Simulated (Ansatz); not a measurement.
# Au: levels along high-symmetry lines

```
Au
1.0
     0.00000    2.04550    2.04550
     2.04550    0.00000    2.04550
     2.04550    2.04550    0.00000
Au
1
Direct
  0.00000 0.00000 0.00000
```

The conventional cell has a = 4.091 Å, b = 4.091 Å, c = 4.091 Å, α = 90.00°, β = 90.00°, γ = 90.00°. Au (atom 1) has 12 Au at 2.89 Å as nearest neighbours.

The geometry is COD entry 9013036, unchecked; take it as a test cell. It was measured hot, at 574 K.

The calculation used DFT, PBE, all-electron LAPW, Dirac equation with spin-orbit coupling in Ansatz 0.2.0.

Settings: a Γ-centred 14×14×14 k mesh, Fermi–Dirac smearing of 0.08 eV, basis error target 0.25 meV/atom, no spin polarisation.

Points in fractions of the reciprocal vectors of this cell: Γ (0, 0, 0), X (0.5, 0, 0.5), U (0.625, 0.25, 0.625), K (0.375, 0.375, 0.75), L (0.5, 0.5, 0.5), W (0.5, 0.25, 0.75). The path joins them by straight lines in the order Γ–X–U–K–Γ–L–W–X; legs that retrace an earlier one aren't tabulated. Energies are in eV from the Fermi level.

Task: Is there a gap?

Result: none: bands cross the Fermi level, a metal.

Task: List the levels between -20 and 10 eV at the symmetry points.

Result: 
Γ: -9.87 (×2), -5.34 (×4), -4.15 (×2), -2.94 (×4)
X: -7.19 (×2), -6.91 (×2), -2.27 (×2), -2.06 (×2), -1.04 (×2), 0.75 (×2), 5.74 (×2), 9.21 (×2)
U: -6.63 (×2), -6.05 (×2), -3.96 (×2), -2.95 (×2), -1.92 (×2), 3.71 (×2), 4.54 (×2), 7.33 (×2)
K: -6.63 (×2), -6.05 (×2), -3.96 (×2), -2.95 (×2), -1.92 (×2), 3.71 (×2), 4.54 (×2), 7.33 (×2)
L: -7.42 (×2), -5.45 (×2), -4.28 (×2), -2.32 (×2), -1.61 (×2), -1.13 (×2), 3.08 (×2)
W: -6.18 (×2), -5.62 (×2), -5.04 (×2), -3.18 (×2), -1.61 (×2), 4.65 (×2), 5.50 (×2), 6.75 (×2), 9.40 (×2)
